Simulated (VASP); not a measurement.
# H (I4/mmm) in VASP: further runs

The runs below take H through single point, with PBE.

All numbers are computed with VASP 6.6.1; they aren't measurements. Logs are shortened: lines on timing, memory, paths and dates and some standing lists are left out, and cuts for length are marked.

## Step 1: The crystal as given

The structure is tetragonal, space group I4/mmm (No. 139). The conventional cell has a = 3.383 Å, b = 3.383 Å, c = 4.117 Å, α = 90.00°, β = 90.00°, γ = 90.00°. H (site symmetry 4mm) has 1 H at 0.74 Å as nearest neighbours.

## Step 2: Single point, PBE

INCAR

```
SYSTEM = H
PREC = Accurate
ENCUT = 550
EDIFF = 1E-6
ISMEAR = 1
SIGMA = 0.2
LREAL = .False.
LASPH = .True.
NELM = 100
ALGO = Normal
ISIF = 2
LWAVE = .False.
LCHARG = .False.
GGA = PE
NBANDS = 8
ADDGRID = .False.
```

KPOINTS

```
regular mesh
0
Gamma
  6 6 6
  0 0 0
```

POSCAR

```
H
1.0
   -1.6915344700      1.6915344700      2.0584739900
    1.6915344700     -1.6915344700      2.0584739900
    1.6915344700      1.6915344700     -2.0584739900
H
2
Direct
    0.0901377100      0.0901377100      0.0000000000
    0.9098622900      0.9098622900      0.0000000000
```

Potentials or basis: VASP PAW PBE potentials, release 64 (H).

Run with:

```console
$ cat potpaw_PBE.64/H/POTCAR > POTCAR
$ mpirun -np 1 vasp_std > vasp.out
```

OUTCAR:

```text
SYSTEM = H
   PREC = Accurate
   ENCUT = 550
   EDIFF = 1E-6
   ISMEAR = 1
   LREAL = .False.
   LASPH = .True.
   NELM = 100
   ISIF = 2
   GGA = PE

 Found     30 irreducible k-points:

 Following reciprocal coordinates:
            Coordinates               Weight
  0.000000  0.000000  0.000000      1.000000
  0.166667 -0.000000  0.000000      8.000000
  0.333333 -0.000000  0.000000      8.000000
  0.500000 -0.000000  0.000000      4.000000
  0.166667  0.166667  0.000000      8.000000
  0.333333  0.166667  0.000000     16.000000
   k-points           NKPTS =     30   k-points in BZ     NKDIM =     30   number of bands    NBANDS=      8
   number of dos      NEDOS =    301   number of ions     NIONS =      2
   total plane-waves  NPLWV =  13824
   dimension x,y,z NGX =    24 NGY =   24 NGZ =   24
   dimension x,y,z NGXF=    48 NGYF=   48 NGZF=   48
   ions per type =               2
   NGX,Y,Z   is equivalent  to a cutoff of  12.64, 12.64, 12.64 a.u.
   NGXF,Y,Z  is equivalent  to a cutoff of  25.29, 25.29, 25.29 a.u.
 SYSTEM =  H
   PREC   = accura    normal or accurate (medium, high low for compatibility)
   ISTART =      0    job   : 0-new  1-cont  2-samecut
   ICHARG =      2    charge: 1-file 2-atom 10-const
   ISPIN  =      1    spin polarized calculation?
   LNONCOLLINEAR =      F non collinear calculations
   LSORBIT =      F    spin-orbit coupling
   LASPH  =      T    aspherical Exc in radial PAW
   ENCUT  =  550.0 eV  40.42 Ry    6.36 a.u.   6.03  6.03  6.03*2*pi/ulx,y,z
   NELM   =    100;   NELMIN=  2; NELMDL= -5     # of ELM steps
   EDIFF  = 0.1E-05   stopping-criterion for ELM
   LREAL  =      F    real-space projection
   EDIFFG = 0.1E-04   stopping-criterion for IOM
   NSW    =      0    number of steps for IOM
   IBRION =     -1    ionic relax: 0-MD 1-quasi-New 2-CG
   NFREE  =      0    steps in history (QN), initial steepest desc. (CG)
   ISIF   =      2    stress and relaxation
   ISYM   =      2    0-nonsym 1-usesym 2-fastsym
   POTIM  = 0.5000    time-step for ionic-motion
   TEBEG  =    0.0;   TEEND  =   0.0 temperature during run
   PSTRESS=    0.0 pullay stress
   NELECT =       2.0000    total number of electrons
   NUPDOWN=      -1.0000    fix difference up-down
   EMIN   =  10.00;   EMAX   =-10.00  energy-range for DOS
   EFERMI =   0.00;   METHOD = LEGACY
   ISMEAR =     1;   SIGMA  =   0.20  broadening in eV -4-tet -1-fermi 0-gaus
   EFERMI_NEDOS =   21; number of points for ismear=-14 and -15
   IALGO  =     38    algorithm
   IMIX   =      4    mixing-type and parameters
     AMIX     =   0.40;   BMIX     =  1.00
     AMIX_MAG =   1.60;   BMIX_MAG =  1.00
  volume/ion in A,a.u.               =      11.78        79.49
  Fermi-wavevector in a.u.,A,eV,Ry     =   0.719497  1.359653  7.043413  0.517676
  Thomas-Fermi vector in A             =   1.808708
   LORBIT       =      0    0 simple, 1 ext, 2 COOP (PROOUT), +10 PAW based schemes
   GGA     = PE    functional components
   LHFCALC =     F    Hartree Fock is set to
   AEXX    =    0.0000 exact exchange contribution
   IVDW    =     0    specifies the selected vdW correction
   LEPSILON=     F    determine dielectric tensor
   LRPA    =     F    only Hartree local field effects (RPA)
 non-spin polarized calculation
 Methfessel and Paxton  Order N= 1 SIGMA  =   0.20
  energy-cutoff  :      550.00
  volume of cell :       23.56
 maximum number of plane-waves:       720
   NGX = 11   NGY = 11   NGZ = 11

 number of electron       2.0000000 magnetization

 Free energy of the ion-electron system (eV)
  ---------------------------------------------------
  ext. energy  EPLUGINS =         0.00000000
  ---------------------------------------------------
  free energy    TOTEN  =        -6.78164778 eV

  energy without entropy =       -6.78294726  energy(sigma->0) =       -6.78208094

 E-fermi :  -8.1301     XC(G=0):  -5.3457

 val. band max:       -8.1586793685   @ k =   0.5000   0.5000   0.5000
 cond. band min:       0.7791963745   @ k =   0.5000  -0.0000   0.0000
 fundamental gap:      8.9378757430
 Fermi energy:        -8.1301369315

 k-point     1 :       0.0000    0.0000    0.0000
  band No.  band energies     occupation
      1     -10.5232      2.00000
      2       5.4429      0.00000
      3       8.9323      0.00000
      4      15.3800      0.00000
      5      15.3800      0.00000
      6      17.4537      0.00000
      7      17.4537      0.00000
      8      18.9753      0.00000

 k-point     2 :       0.1667   -0.0000    0.0000
  band No.  band energies     occupation
      1     -10.1984      2.00000
      2       4.0864      0.00000
      3       9.3858      0.00000
      4      12.8734      0.00000
      5      13.8747      0.00000
      6      17.7456      0.00000
      7      18.1979      0.00000
      8      18.5970      0.00000

 k-point     3 :       0.3333   -0.0000    0.0000
  band No.  band energies     occupation
      1      -9.4334      2.00000
      2       1.8585      0.00000
      3       9.2732      0.00000
      4      10.8926      0.00000
      5      12.5812      0.00000
      6      15.8250      0.00000
      7      17.2464      0.00000
      8      19.8240      0.00000

 k-point     4 :       0.5000   -0.0000    0.0000
  band No.  band energies     occupation
      1      -8.9650      2.00000
      2       0.7792      0.00000
      3       8.8064      0.00000
      4      10.6322      0.00000
      5      12.1615      0.00000
      6      15.0851      0.00000
      7      17.6863      0.00000
      8      18.0629      0.00000

 k-point     5 :       0.1667    0.1667    0.0000
  band No.  band energies     occupation
      1      -9.6820      2.00000
      2       2.5766      0.00000
      3       9.2448      0.00000
      4      10.5696      0.00000
      5      13.5849      0.00000
      6      16.5611      0.00000
      7      18.0467      0.00000
      8      20.3486      0.00000

 k-point     6 :       0.3333    0.1667    0.0000
  band No.  band energies     occupation
      1      -8.9997      2.00000
      2       1.3851      0.00000
      3       6.9076      0.00000
      4      10.2237      0.00000
      5      12.9279      0.00000
      6      16.0998      0.00000
      7      18.3933      0.00000
      8      20.7438      0.00000

 [... further k-points ...]

------------------------ aborting loop because EDIFF is reached ----------------------------------------

  FORCE on cell =-STRESS in cart. coord.  units (eV):
  Direction    XX          YY          ZZ          XY          YZ          ZX
  --------------------------------------------------------------------------------------
  -------------------------------------------------------------------------------------
  Total        0.0359663      0.0359663      0.2305160      0.0000000      0.0000000      0.0000000
  in kB        2.4459040      2.4459040     15.6763367      0.0000000      0.0000000      0.0000000
  external PRESSURE =       6.8560482 kB  Pullay stress =       0.0000000 kB

 VOLUME and BASIS-vectors are now :
 -----------------------------------------------------------------------------
  energy-cutoff  :      550.00
  volume of cell :       23.56
      direct lattice vectors                 reciprocal lattice vectors
    -1.691534470  1.691534470  2.058473990     0.000000000  0.295589602  0.242898381
     1.691534470 -1.691534470  2.058473990     0.295589602  0.000000000  0.242898381
     1.691534470  1.691534470 -2.058473990     0.295589602  0.295589602  0.000000000

 POSITION                                       TOTAL-FORCE (eV/Angst)
 -----------------------------------------------------------------------------------
      0.00000      0.00000      0.37109         0.000000      0.000000      0.262211
      0.00000      0.00000      3.74586        -0.000000     -0.000000     -0.262211
 -----------------------------------------------------------------------------------
    total drift:                               -0.000000      0.000000      0.000000

  FREE ENERGIE OF THE ION-ELECTRON SYSTEM (eV)
  ---------------------------------------------------
  free  energy   TOTEN  =        -6.7816477778 eV

  energy  without entropy=       -6.7829472611  energy(sigma->0) =       -6.78208094
```

Run time: 5.7 s. Hardware: 1 thread of Intel Xeon Platinum 8259CL at 2.50GHz (Skylake/Cascade Lake), shared host; peak memory 0.12 GiB.

These settings aren't checked as converged: the numbers below hold their error.

Results:

| Property | Result |
| --- | --- |
| Free energy | -6.7816 eV |
| Pressure | 0.7 GPa |
| Largest force | 0.262 eV/Å |
| Band gap on the k mesh | 8.94 eV, indirect (least direct gap 9.74 eV) |

Caveat: the k mesh is coarse (spacing up to 0.44 Å⁻¹), so the values aren't converged.

## Step 3: Single point, PBE

Edit INCAR of step 2 so:

```diff
@@ -2,3 +2,3 @@
 PREC = Accurate
-ENCUT = 550
+ENCUT = 700
 EDIFF = 1E-6
```

KPOINTS is that of step 2.

POSCAR is that of step 2.

Potentials or basis: VASP PAW PBE potentials, release 64 (H).

Run with:

```console
$ cat potpaw_PBE.64/H/POTCAR > POTCAR
$ mpirun -np 1 vasp_std > vasp.out
```

Wall time 12 s (1 thread of Intel Xeon Platinum 8259CL at 2.50GHz (Skylake/Cascade Lake), shared host); peak memory 0.14 GiB.

These settings aren't checked as converged: the numbers below hold their error.

Results:

- Free energy: -6.7831 eV
- Pressure: 0.8 GPa
- Largest force: 0.256 eV/Å
- Band gap on the k mesh: 8.94 eV, indirect (least direct gap 9.75 eV)

Caveat: the k mesh is coarse (spacing up to 0.44 Å⁻¹), so the values aren't converged.

## Step 4: Single point, PBE

Edit INCAR of step 3 so:

```diff
@@ -2,3 +2,3 @@
 PREC = Accurate
-ENCUT = 700
+ENCUT = 900
 EDIFF = 1E-6
```

KPOINTS is that of step 3.

POSCAR is that of step 3.

Run with:

```console
$ cat potpaw_PBE.64/H/POTCAR > POTCAR
$ mpirun -np 1 vasp_std > vasp.out
```

It took 9.3 s on 1 thread of Intel Xeon Platinum 8259CL at 2.50GHz (Skylake/Cascade Lake), shared host; peak memory 0.16 GiB.

These settings aren't checked as converged: the numbers below hold their error.

What came out:

| Item | Value |
| --- | --- |
| Free energy | -6.7832 eV |
| Pressure | 0.8 GPa |
| Largest force | 0.256 eV/Å |
| Band gap on the k mesh | 8.94 eV, indirect (least direct gap 9.75 eV) |

Caveat: the k mesh is coarse (spacing up to 0.44 Å⁻¹), so the values aren't converged.
